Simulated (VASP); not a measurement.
**A VASP 6.6.1 single-point calculation on Mg₂Si**

INCAR

```
NELM = 72
LCHARG = .FALSE.
PREC = Accurate
ENCUT = 520
NELECT = 5
IBRION = -1
EDIFF = 1E-7
GGA = PE
ISMEAR = -1
ISIF = 2
LREAL = .FALSE.
LASPH = .TRUE.
LWAVE = .FALSE.
SIGMA = 0.02
NSW = 0
NBANDS = 11
```

KPOINTS

```
KPOINTS created by Atomic Simulation Environment
0
Gamma
8 8 8
0 0 0
```

POSCAR

```
Si Mg
 1.0000000000000000
     0.0000000000000000    3.1689631854572040    3.1689631854572040
     3.1689631854572040    0.0000000000000000    3.1689631854572040
     3.1689631854572040    3.1689631854572040    0.0000000000000000
 Si  Mg
   1   2
Cartesian
 -0.0000000000000000 -0.0000000000000000  0.0000000000000000
  1.5844815927286025  1.5844815927286025  1.5844815927286025
  4.7534447781858065  4.7534447781858056  4.7534447781858056
```

The recommended PBE PAW datasets give the neutral cell 8 valence electrons.

Command

```
mpirun -np 1 vasp_std
```

**Question.** How does this run end, and what does it give?

**Answer.** It converged. Results: pressure -41.6 GPa.

OSZICAR

```
N       E                     dE             d eps       ncg     rms          rms(c)
DAV:   1    -0.964373384840E+01   -0.96437E+01   -0.12650E+03   638   0.259E+02
DAV:   2    -0.146091746509E+02   -0.49654E+01   -0.46970E+01   810   0.385E+01
DAV:   3    -0.147861456892E+02   -0.17697E+00   -0.17562E+00   814   0.488E+00
DAV:   4    -0.147879035288E+02   -0.17578E-02   -0.17574E-02   785   0.581E-01
DAV:   5    -0.147879242392E+02   -0.20710E-04   -0.20710E-04   781   0.617E-02    0.419E+00
DAV:   6    -0.162134663531E+02   -0.14255E+01   -0.16713E+00   686   0.375E+00    0.853E-01
DAV:   7    -0.162417572332E+02   -0.28291E-01   -0.66775E-02   737   0.122E+00    0.379E-01
DAV:   8    -0.162597439083E+02   -0.17987E-01   -0.11669E-02   674   0.553E-01    0.120E-01
DAV:   9    -0.162627942248E+02   -0.30503E-02   -0.38396E-03   713   0.268E-01    0.531E-02
DAV:  10    -0.162629878744E+02   -0.19365E-03   -0.46338E-04   741   0.750E-02    0.294E-02
DAV:  11    -0.162630279837E+02   -0.40109E-04   -0.51943E-05   751   0.276E-02    0.693E-03
DAV:  12    -0.162630317158E+02   -0.37321E-05   -0.59568E-06   762   0.802E-03    0.310E-03
DAV:  13    -0.162630322825E+02   -0.56665E-06   -0.32160E-06   698   0.627E-03    0.965E-04
DAV:  14    -0.162630321812E+02    0.10130E-06   -0.18078E-07   797   0.156E-03    0.521E-04
DAV:  15    -0.162630322378E+02   -0.56630E-07   -0.27547E-08   436   0.573E-04
   1 F= -.16263032E+02 E0= -.16262211E+02  d E =-.164175E-02
```

Standard output (part)

```
POSCAR found type information on POSCAR SiMg
 POSCAR found :  2 types and       3 ions
 LDA part: xc-table for (Slater+PW92), standard interpolation
 POSCAR, INCAR and KPOINTS ok, starting setup
 WAVECAR not read
 entering main loop
 the old and the new charge density differ
    0.419E+00
```

These settings aren't sound, so the numbers aren't properties of the crystal.

The fault: wrong number of electrons.

On sound settings PBE gives a gap of 0.20 eV on its mesh and a pressure of 0.6 GPa for the intended cell.
